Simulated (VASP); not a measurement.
A run of VASP 6.6.1:

INCAR

```
SYSTEM = AlN
ALGO = Normal ; EDIFF = 1E-6
EDIFFG = -0.01 ; ENCUT = 600
GGA = PS ; IBRION = 2
ISIF = 3 ; ISMEAR = 0
KPAR = 2 ; LASPH = .True.
LCHARG = .False. ; LREAL = .False.
LWAVE = .False. ; NELM = 80
NSW = 90 ; PREC = Accurate
SIGMA = 0.03
```

The input KPOINTS:

```
k-points
0
Gamma
  12 12 6
  0 0 0
```

Contents of POSCAR:

```
AlN
1.0
    3.1130000000      0.0000000000      0.0000000000
   -1.5565000000      2.6959370820      0.0000000000
    0.0000000000      0.0000000000      4.9810000000
Al N
2 2
Direct
    0.3333333333      0.6666666667      0.0000000000
    0.6666666667      0.3333333333      0.5000000000
    0.3333333333      0.6666666667      0.3800000000
    0.6666666667      0.3333333333      0.8800000000
```

Potentials or basis: VASP PAW PBE potentials, release 64 (Al, N).

The run is started by

```sh
$ cat potpaw_PBE.64/Al/POTCAR potpaw_PBE.64/N/POTCAR > POTCAR
$ mpirun -np 2 vasp_std > vasp.out
```

Hardware: 2 MPI ranks on AMD EPYC 7R13 Processor (Zen 3), on a shared host.

Question: Estimate the wall time of this run.

Answer: Wall time 83 s on 2 MPI ranks on AMD EPYC 7R13 Processor (Zen 3), on a shared host, peak memory 0.17 GiB a rank. Counts: scf iterations 36, k points 76, ion steps 6.
